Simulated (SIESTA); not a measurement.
The system is Se.

```xyz
3
Lattice="4.3662 0.0000 0.0000 -2.1831 3.7812 0.0000 0.0000 0.0000 4.9536" Properties=species:S:1:pos:R:3 pbc="T T T"
Se    1.6910    2.9289    0.0000
Se   -0.4921    0.8523    3.3024
Se    0.9841    0.0000    1.6512
```

Base run:

| Quantity | Value |
| --- | --- |
| Program | SIESTA 5.4.2 |
| Functional | vdW-DF-cx |
| Potentials or basis | PseudoDojo 0.4 standard (PBE files) |
| Basis | DZP (energy shift 0.003 Ry; two zetas on semicore shells) |
| Grid cutoff | 500 Ry |
| Energy shift | 0.003 Ry |
| k mesh | 7 × 7 × 6 |
| Occupations | fermi-dirac, width 0.05 eV |
| Spin | no spin polarisation |

Its results: band gap on the k mesh 1.05 eV, indirect (least direct gap 1.32 eV); pressure 5.0 GPa; largest force 1.582 eV/Å.

After a change of settings the same cell gave: band gap on the k mesh 1.07 eV, indirect (least direct gap 1.33 eV); pressure 9.7 GPa; largest force 1.749 eV/Å. Which change was it?
A. functional from vdW-DF-cx to PBE
B. functional from vdW-DF-cx to BLYP
C. functional from vdW-DF-cx to AM05; potentials or basis from PseudoDojo 0.4 standard (PBE files) to PseudoDojo 0.4 standard (PBEsol files)
D. functional from vdW-DF-cx to LDA; potentials or basis from PseudoDojo 0.4 standard (PBE files) to PseudoDojo 0.4 standard (LDA files)

B.

Caveats: the potentials were made for another functional, which shifts forces and pressure; the mesh misses the band edges, which the band path finds closer together; the basis of atomic orbitals isn't converged, which shifts pressures, moduli and gaps.
